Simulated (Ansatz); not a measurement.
MgS in Ansatz: the effect of functional

The system is MgS.

```
CELL_PARAMETERS angstrom
0.00000 2.85188 2.85188
2.85188 0.00000 2.85188
2.85188 2.85188 0.00000
ATOMIC_POSITIONS crystal
S 0.25000 0.25000 0.25000
Mg 0.00000 0.00000 0.00000
```

The cell comes from a database or a generator and needn't be the stable form of this composition.

The cell isn't the ideal one: volume scaled by 1.02.

Alike in all runs:

| Property | Result |
| --- | --- |
| Program | Ansatz 0.2.0 |
| Task | single point |
| Potentials or basis | Ansatz PAW |
| k mesh | 8 × 8 × 8 |
| Occupations | fermi-dirac, width 0.05 eV |
| Spin | no spin polarisation |

```tsv
functional	cutoff	gap on the mesh (eV)	pressure (GPa)
LDA	420 eV (not typed: the program's choice for these potentials)	3.08	-3.2
PBEsol	420 eV (not typed: the program's choice for these potentials)	?	?
r2SCAN	500 eV (not typed: the program's choice for these potentials)	4.03	-1.3
```

Problem. What does the run with functional PBEsol give?

Solution. gap on the mesh 3.19 eV; pressure -1.5 GPa.

Caveats: the PAW data sets come from PBE, with cores solved anew for the run's functional, which leaves a small shift of forces and pressure.

A k mesh can miss the band edges.
